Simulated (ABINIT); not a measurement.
Crystal: CdF2.

```
CELL_PARAMETERS angstrom
0.00000 2.69400 2.69400
2.69400 0.00000 2.69400
2.69400 2.69400 0.00000
ATOMIC_POSITIONS crystal
Cd 0.00000 0.00000 0.00000
F 0.75000 0.75000 0.75000
F 0.25000 0.25000 0.25000
```

Base run:

```yaml
Program: ABINIT 10.8.3 (patched build)
Functional: rPW86PBE
Potentials_or_basis: JTH PAW PBE v2.0
Cutoff: 626 eV
k_mesh: 9 × 9 × 9
Occupations: fermi-dirac, width 0.05 eV
Spin: no spin polarisation
```

Its results: band gap on the k mesh 3.01 eV, indirect (least direct gap 3.46 eV); pressure 7.5 GPa.

Problem. The run is repeated on the same cell with these changes: functional from rPW86PBE to PBEsol. What comes out?

Solution. Band gap on the k mesh 2.93 eV, indirect (least direct gap 3.38 eV); pressure -0.5 GPa.

Caveats: the PAW data sets were made with another functional, which shifts forces and pressure a little.
